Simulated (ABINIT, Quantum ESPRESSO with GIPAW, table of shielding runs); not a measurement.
# Shieldings in NaH in space group Fm-3m from a nuclear dipole's orbital moment, part 2 of 2

Wanted: shieldings of NaH in space group Fm-3m from two unrelated programs, to see how far they agree and what the ZORA terms of the valence add.

ABINIT 10.8.3 and Quantum ESPRESSO with GIPAW.

So far, shielding along dipole (ppm): step 4 (converse method: dipole on Na1; PBE, zora 0, 50 Ha, 3×3×3 …) 535.

## Step 5: Converse method: dipole on Na1; PBE, zora 3, 50 Ha, 3×3×3 (4 shifts)

Level of this step: DFT, PBE, plane-wave PAW (JTH 2.0), spin-orbit coupling with all ZORA dipole terms (zora 3), shielding from the orbital moment that a nuclear dipole induces (ABINIT).

Against a zora 0 run on the same mesh, two-component wave functions with spin-orbit coupling and the ZORA dipole terms are switched on, to see what they add.

The input, run.abi:

```
ndtset 2
acell 3*1.0 Angstrom
rprim
  0.00000000 2.44000000 2.44000000
  2.44000000 0.00000000 2.44000000
  2.44000000 2.44000000 0.00000000
natom 2
ntypat 2
znucl 11 1
typat 1 2
xred
  0.00000000 0.00000000 0.00000000
  0.50000000 0.50000000 0.50000000
pseudos "Na_PBE_JTH.xml, H_PBE_JTH.xml"
ecut 50
pawecutdg 100
pawovlp -1
kptopt 3
ngkpt 3 3 3
nshiftk 4
shiftk 0.5 0.5 0.5  0.5 0 0  0 0.5 0  0 0 0.5
nband 10
occopt 1
zora 3
nspinor 2
nsym 1
symmorphi 0
istwfk *1
chkprim 0
chksymbreak 0
chksymtnons 0
optforces 0
optstress 0
pawcpxocc 2
usexcnhat 0
paral_atom 0
paral_kgb 0
prtden 0
prteig 0
prtebands 0
prtgsr 0
natnd 1
iatnd 1
atndlist 1 0 0
tolvrs1 1d-14
nstep1 50
rfddk2 1
rfdir2 1 1 1
iscf2 -3
getwfk2 -1
orbmag2 2
tolwfr2 1d-18
nstep2 30
prtwf2 0
```

The run is started by

```sh
$ abinit run.abi > log
```

Numbers of over 12 decimals in the logs are rounded to 6 here.

The log of the run:

```text
[... set-up and SCF cycles left out ...]

 Orbital magnetic moment computed with DFPT derivative wavefunctions

 Orbital magnetic moment, Cartesian directions :
 -5.35156942E-04  7.64057525E-10  3.49367673E-10

 Chern vector, Cartesian directions :
  1.98235537E-07 -1.49944083E-12 -1.12606485E-12

 Orbital magnetic moment, term-by-term breakdown :
     rho(1) CC :  -3.95992825E-04  5.72306956E-11  4.65561913E-10
    rho(1) VV1 :  -5.15782980E-04  1.91106388E-10  1.69967835E-10
    rho(1) VV2 :  -4.23665904E-05  8.22772136E-11 -1.69746211E-11
     rho(0) NL :   5.07518889E-04  2.98574909E-10 -1.12547945E-10
   <L_R> terms :   4.43558235E-04  1.34857496E-10 -1.56634157E-10
 <A0.An> terms :  -1.54820392E-04  1.08232853E-14 -5.35160040E-15
    Lamb terms :  -3.77271278E-04  0.00000000E+00  0.00000000E+00
 Chern vector, term-by-term breakdown :
  Ch CC :  -4.76792890E-07 -2.86853924E-13 -4.92502274E-14
 Ch vv1 :   6.75028427E-07 -1.21258695E-12 -1.07681456E-12
 Ch vv2 :   6.19202591E-20  4.90241614E-20 -5.71082005E-20
[...]
---- first-order wavefunction calculations are completed ----

 respfn : d/dk was computed, but no 2DTE, so no DDB output.

== END DATASET(S) ==
```

Elapsed: 39 min, on 1 thread of Arm Neoverse V2, shared host; peak memory 0.88 GiB.

Along the dipole the shielding is 535.2 ppm. The Chern vector, which should vanish, has length 2.0e-07.

## Step 6: A run with a fault

Edit run.abi of step 5 so:

```diff
@@ -21,6 +21,4 @@
 shiftk 0.5 0.5 0.5  0.5 0 0  0 0.5 0  0 0 0.5
-nband 10
+nband 5
 occopt 1
-zora 3
-nspinor 2
 nsym 1
@@ -43,3 +41,3 @@
 iatnd 1
-atndlist 1 0 0
+atndlist 200 0 0
 tolvrs1 1d-14
```

The run is started by

```sh
$ abinit run.abi > log
```

The log of the run:

```text
DATASET    1 : space group P1 (#  1); Bravais aP (primitive triclinic)
[...]
Values of the parameters that define the memory need for DATASET  1.
     intxc =       0    ionmov =       0      iscf =      17    lmnmax =       8
     lnmax =       4     mgfft =      45  mpssoang =       2    mqgrid =    3001
     natom =       2  nloc_mem =       2    nspden =       1   nspinor =       1
    nsppol =       1      nsym =       1    n1xccc =       1    ntypat =       2
    occopt =       1   xclevel =       2
       mpw =        3317          nfft =       91125          nkpt =         108
 PAW method is used; the additional fine FFT grid is defined by:
   mgfftf=        60    nfftf =    216000
[...]
DATASET    2 : space group P1 (#  1); Bravais aP (primitive triclinic)
[...]
Values of the parameters that define the memory need for DATASET  2 (RF).
     intxc =       0      iscf =      -3    lmnmax =       8     lnmax =       4
     mgfft =      45  mpssoang =       2    mqgrid =    3001     natom =       2
  nloc_mem =       2    nspden =       1   nspinor =       1    nsppol =       1
      nsym =       1    n1xccc =       1    ntypat =       2    occopt =       1
   xclevel =       2
      nfft =       91125          nkpt =         108
[...]
acell      1.8897261259E+00  1.8897261259E+00  1.8897261259E+00 Bohr
              amu      2.29897680E+01  1.00794000E+00
         atndlist      2.0000000000E+02  0.0000000000E+00  0.0000000000E+00
[...]
ecut      5.00000000E+01 Hartree
           getwfk1          0
           getwfk2         -1
            iatnd        1    0
             iscf1         17
             iscf2         -3
     [istwfk list left out]
              ixc     -101130
           jdtset        1    2
     [kpt list left out]
           kptopt           3
         kptrlatt        3   -3    3     -3    3    3     -3   -3    3
[...]
natnd           1
            natom           2
            nband           5
           ndtset           2
            ngfft          45      45      45
          ngfftdg          60      60      60
             nkpt         108
            nstep1         50
            nstep2         30
             nsym           1
           ntypat           2
        nucdipmom      2.0000000000E+02  0.0000000000E+00  0.0000000000E+00
[...]
occ      2.000000  2.000000  2.000000  2.000000  2.000000
[...]
optforces           0
        optstress           0
           orbmag1          0
           orbmag2          2
        pawcpxocc           2
        pawecutdg      1.00000000E+02 Hartree
          pawovlp     -1.0000000000E+00
[...]
rfddk1          0
[...]
eovl1 =  -4.92958929E-01
  No Ewald or frozen-wf contrib.: the relaxation energy is the total one
 2DEtotal=   -0.1243663921E+02 Ha. Also 2DEtotal=   -0.338418193011E+03 eV
    (  non-var. 2DEtotal :   -1.2436639204E+01 Ha)
[...]
symkpt : not enough symmetry to change the number of k points.

 Initialisation of the first-order wave-functions :
  ireadwf=   0
[...]
solver: {iscf: -3, nstep: 30, nline: 4, wfoptalg: 10, }
tolerances: {tolwfr: 1.00E-18, }
[...]
ETOT  2  -12.436638677141     -1.534E-03 1.069E-05 0.000E+00
 ETOT  3  -12.436639204811     -5.277E-07 6.967E-09 0.000E+00
 ETOT  4  -12.436639205097     -2.868E-10 5.363E-12 0.000E+00
 ETOT  5  -12.436639205098     -2.114E-13 4.467E-15 0.000E+00
 ETOT  6  -12.436639205098      1.421E-14 3.978E-18 0.000E+00
 ETOT  7  -12.436639205098      3.553E-15 9.746E-19 0.000E+00

 At SCF step    7   max residual=  9.75E-19 < tolwfr=  1.00E-18 =>converged.
[...]
----iterations are completed or convergence reached----
[...]
f-sum rule ratio=    6.2933444539E-01
 Expectation of eigenvalue derivatives (hartree) for nkpt= 108  k points:
  (in case of degenerate eigenvalues, averaged derivative)
 [levels by k-point left out]

 Nine components of 2nd-order total energy (hartree) are
 1,2,3: 0th-order hamiltonian combined with 1st-order wavefunctions
     kin0=   1.32336808E+01 eigvalue=   3.75519765E+00  local=  -4.81175305E+00  nclr dpl0=   9.05740968E-04
 4,5,6: 1st-order hamiltonian combined with 1st and 0th-order wfs
     kin1=  -1.75289181E+01  Hartree=   0.00000000E+00     xc=   0.00000000E+00  nclr dpl1=  -1.10816464E-05
 7,8,9: eventually, occupation + non-local contributions
    edocc=   0.00000000E+00     enl0=  -7.27309777E-01   enl1=  -6.35843140E+00
 10: eventually, PAW "on-site" Hxc contribution: epaw1=   0.00000000E+00
 1-10 gives the relaxation energy (to be shifted if some occ is /=2.0)
   erelax=  -1.24366392E+01
 11 Contribution from 1st-order change of wavefunctions overlap
 eovl1 =  -4.92958929E-01
  No Ewald or frozen-wf contrib.: the relaxation energy is the total one
 2DEtotal=   -0.1243663921E+02 Ha. Also 2DEtotal=   -0.338418193012E+03 eV
    (  non-var. 2DEtotal :   -1.2436639204E+01 Ha)
[...]
Orbital magnetic moment computed with DFPT derivative wavefunctions

 Orbital magnetic moment, Cartesian directions :
 -1.06922336E-01 -2.41906268E-11 -1.81278015E-11

 Chern vector, Cartesian directions :
  3.84602319E-05  2.68746898E-14 -1.92024426E-14

 Orbital magnetic moment, term-by-term breakdown :
     rho(1) CC :  -7.84192996E-02 -1.77730072E-11 -2.88012686E-11
    rho(1) VV1 :  -1.04044277E-01 -4.71321086E-12 -2.17597958E-13
    rho(1) VV2 :  -8.47498068E-03  1.70759064E-12  6.39787568E-13
     rho(0) NL :   1.01798552E-01 -9.19760017E-12 -4.91154274E-12
   <L_R> terms :   8.85713512E-02  5.78061404E-12  1.51740892E-11
 <A0.An> terms :  -3.08994265E-02  4.98671267E-15 -1.12689150E-14
    Lamb terms :  -7.54542556E-02  0.00000000E+00  0.00000000E+00
 Chern vector, term-by-term breakdown :
  Ch CC :  -9.90051982E-05 -6.57062998E-15 -2.43351235E-14
 Ch vv1 :   1.37465430E-04  3.34453519E-14  5.13263126E-15
 Ch vv2 :   1.81053292E-20 -3.20836930E-20  4.96814992E-20
[...]
---- first-order wavefunction calculations are completed ----

 respfn : d/dk was computed, but no 2DTE, so no DDB output.

== END DATASET(S) ==

[key lines of the parts left out:]
Total energy DC (eV): -4.43728976942720E+03
```

Wall time 10 min (1 thread); peak memory 0.39 GiB.

The run ends, but the fault (a dipole far too strong) gives 534.6 ppm where the run without it gave 535.1, with a Chern vector of length 1.9e-07 for each unit of dipole.

## Step 7: All levels side by side

The runs with the dipole on the other atom differ from those above in iatnd alone.

| level | dipole on | shielding along it (ppm) | Chern vector |
| --- | --- | --- | --- |
| PBE, zora 0, 50 Ha, 3×3×3 (4 shifts) | Na1 | 535.1 | 2.0e-07 |
| PBE, zora 0, 50 Ha, 3×3×3 (4 shifts) | H2 | 22.0 | 3.0e-09 |
| PBE, zora 3, 50 Ha, 3×3×3 (4 shifts) | Na1 | 535.2 | 2.0e-07 |
| PBE, zora 3, 50 Ha, 3×3×3 (4 shifts) | H2 | 21.9 | 2.3e-09 |

Isotropic shieldings in ppm, all without the macroscopic shape term. Core time is summed over the runs of a row, on shared hosts.

| method | functional | relativity | cutoff | mesh | core time | σ Na1 | σ H2 |
| --- | --- | --- | --- | --- | --- | --- | --- |
| GIPAW | PBE | scalar | 75 Ry | 6×6×6 | 84 s | 535.6 | 21.7 |
| converse | PBE | zora 0 | 50 Ha | 3×3×3, 4 shifts | 20 min | 535.1 | 22.0 |
| converse | PBE | zora 3 | 50 Ha | 3×3×3, 4 shifts | 77 min | 535.2 | 21.9 |

## Step 8: What came out

- σ_iso of 23Na (Na1), GIPAW: 535.6 ppm
- σ_iso of 23Na (Na1), converse, zora 0: 535.1 ppm
- σ_iso of 23Na (Na1), converse, zora 3: 535.2 ppm
- σ_iso of 1H (H2), GIPAW: 21.7 ppm
- σ_iso of 1H (H2), converse, zora 0: 22.0 ppm
- σ_iso of 1H (H2), converse, zora 3: 21.9 ppm
- change of σ_iso of Na1 from zora 0 to zora 3: +0.1 ppm
- change of σ_iso of H2 from zora 0 to zora 3: -0.0 ppm

Without spin-orbit coupling the converse values lie -0.5 ppm (Na1) and +0.2 ppm (H2) from GIPAW's, at 14 times the core time. Going from zora 0 to zora 3 on the same mesh moves Na1 by +0.1 ppm and H2 by -0.0 ppm, at 3.9 times the cost. That step holds the scalar ZORA dipole terms as well as spin-orbit coupling, for the valence alone: the frozen cores keep their Lamb term, so their own relativistic and spin response is missing. The spin response has no exchange-correlation kernel (nspden 1). This build of gipaw.x prints that it isn't audited and that its numbers are no references by themselves. GIPAW's mesh and the cutoffs were not varied. Atoms are fixed at the given structure, with no thermal motion. The shape term of a sphere, left out, would add about 4 ppm to every shielding, by GIPAW's valence susceptibility.

[Banner, clock, file and dataset-listing lines were taken out of the logs.]

[Logs are printed without paths, hosts, clocks, repeated set-up lines and the standing remarks that a program may print on its own settings, such as how far it seeks lower states.]

[Hosts, paths, dates, database ids (printed as entryN), source tags and the programs' standing remarks are cut or masked in the printed files.]
